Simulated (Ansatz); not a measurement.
AlN (started from an entry of an open crystallographic database): a relaxation of cell and atoms in Ansatz 0.2.0 (LDA). The starting cell comes from a relaxation with PBE.

Input (YAML):
```yaml
crystal:
  lattice:
    - [3.1302469295, 0.0, 0.0]
    - [-1.5651234647, 2.710873361, 0.0]
    - [0.0, 0.0, 5.0179926469]
  atoms:
    - { symbol: Al, position: [0.3333333333, 0.6666666667, -0.0007707944] }
    - { symbol: Al, position: [0.6666666667, 0.3333333333, 0.4992292056] }
    - { symbol: "N", position: [0.3333333333, 0.6666666667, 0.3807707944] }
    - { symbol: "N", position: [0.6666666667, 0.3333333333, 0.8807707944] }
kpoints:
  mp_grid: { grid: [12, 12, 6] }
hamiltonian:
  xc: lda
scf:
  occupations: { method: fermi_dirac, width: 0.02 }
relax:
  f_tol: 0.005
  cell: {}
```

Run as `ansatz run input.yaml --threads 2 --pin off --max-ram 2211MiB --backend cpu --events-out ev --progress --plain --runs-dir out`. It took 4.7 s on 2 threads of AMD EPYC 9R45 96-Core Processor (Zen 5), with other jobs on the host, load about 0.3 per core; peak host memory 0.41 GiB.

Q: Predict the output.

A: The log, with set-up remarks and timings taken out:
```
Functional definition: SPW92
Crystal: 4 atoms, lattice volume = 42.581 Å³
Basis set: ecut = 420 eV, 833 PW (Γ)
Bands: 12, of which v1, the nominal top of the filled ones, is band 8 counted from 1 (7 counted from 0)
Symmetry: 12 space group operations
Space group: P63mc (ITA 186)
k-points: 76 of 864 (time reversal used)
preconditioner: auto → none  [insulator: Δε(μ)=3.981 eV  σ=0.020 eV  ℏωp=22.8 eV]
SCF 1 converged in 6 iterations: F = -1779.668841 eV  dr2 = 7.23e-11
relax step 1: F+E_penalty+E_count = -1779.66884127 eV  max|allowed force component| = 7.326e-3 eV/Å  Δτ_max = 0.0000 Å  P = -8.092 GPa  Ω = 42.581 Å³
SCF 2 converged in 6 iterations: F = -1779.706393 eV  dr2 = 6.16e-12
relax step 2: F+E_penalty+E_count = -1779.70639315 eV  max|allowed force component| = 3.595e-4 eV/Å  Δτ_max = 0.0004 Å  P = -4.010 GPa  Ω = 41.688 Å³
SCF 3 converged in 6 iterations: F = -1779.720009 eV  dr2 = 7.52e-12
relax step 3: F+E_penalty+E_count = -1779.72000875 eV  max|allowed force component| = 4.451e-3 eV/Å  Δτ_max = 0.0005 Å  P = +0.232 GPa  Ω = 40.846 Å³
SCF 4 converged in 6 iterations: F = -1779.719852 eV  dr2 = 5.03e-14
relax step 4: F+E_penalty+E_count = -1779.71985236 eV  max|allowed force component| = 2.349e-3 eV/Å  Δτ_max = 0.0001 Å  P = -0.005 GPa  Ω = 40.891 Å³
SCF 5 converged in 6 iterations: F = -1779.714169 eV  dr2 = 2.45e-14
relax step 5: F+E_penalty+E_count = -1779.71416909 eV  max|allowed force component| = 2.336e-3 eV/Å  Δτ_max = 0.0000 Å  P = -0.249 GPa  Ω = 40.891 Å³  (SCF on a basis re-selected at this cell)
SCF 6 converged in 6 iterations: F = -1779.714402 eV  dr2 = 2.32e-14
relax step 6: F+E_penalty+E_count = -1779.71440192 eV  max|allowed force component| = 2.390e-3 eV/Å  Δτ_max = 0.0003 Å  P = -0.005 GPa  Ω = 40.843 Å³
SCF 7 converged in 6 iterations: F = -1779.714406 eV  dr2 = 1.04e-14
relax step 7: F+E_penalty+E_count = -1779.71440622 eV  max|allowed force component| = 3.111e-3 eV/Å  Δτ_max = 0.0000 Å  P = -0.001 GPa  Ω = 40.843 Å³
SCF 8 converged in 8 iterations: F = -1779.714190 eV  dr2 = 9.26e-18
relax step 8: F+E_penalty+E_count = -1779.71418951 eV  max|allowed force component| = 3.067e-3 eV/Å  Δτ_max = 0.0000 Å  P = -0.006 GPa  Ω = 40.843 Å³  (SCF on a basis re-selected at this cell)
Free energy (F): -1779.714190 eV
Fermi energy:    9.316636 eV
--- Forces (eV/Å), atoms counted from 1 ---
  atom   1  Al      0.00000      0.00000      0.00307
  atom   2  Al      0.00000      0.00000      0.00307
  atom   3  N       0.00000      0.00000    -0.00307
  atom   4  N       0.00000      0.00000    -0.00307
--- Stress (GPa, compression-positive) ---
        0.008297       0.000000       0.000000
        0.000000       0.008297       0.000000
        0.000000       0.000000      -0.033741
  P = ⅓ Tr σ = -0.0057 GPa (-0.057 kbar)
--- Relaxed structure (6 steps of the walk, 6 accepted, 2 SCFs on fresh bases) ---
  F+E_penalty+E_count = -1779.71418951 eV   max|allowed force component| = 3.067e-3 eV/Å
  cell:  # Å, volume = 40.8429 Å³
    - [3.088748, 0.000000, 0.000000]
    - [-1.544374, 2.674934, 0.000000]
    - [0.000000, 0.000000, 4.943346]
  atoms:
    - { symbol: Al, position: [0.333333, 0.666667, -0.001014] }
    - { symbol: Al, position: [0.666667, 0.333333, 0.498986] }
    - { symbol: N, position: [0.333333, 0.666667, 0.381014] }
    - { symbol: N, position: [0.666667, 0.333333, 0.881014] }
```
The trailing digits, and the zero of the energies, depend on the potentials and thresholds.

In 6 steps the volume changed by -4.1 %; between the first SCF and the last, each on a basis chosen for its cell, the energy fell by 11.3 meV an atom. At the end: it is hexagonal, P6_3mc (No. 186); conventional cell a = 3.089 Å, c = 4.943 Å, 10.21 Å³ an atom. Al is surrounded by 4 N at 1.88–1.89 Å; N is surrounded by 4 Al at 1.88–1.89 Å.

No spin polarisation and no zero-point or thermal motion.
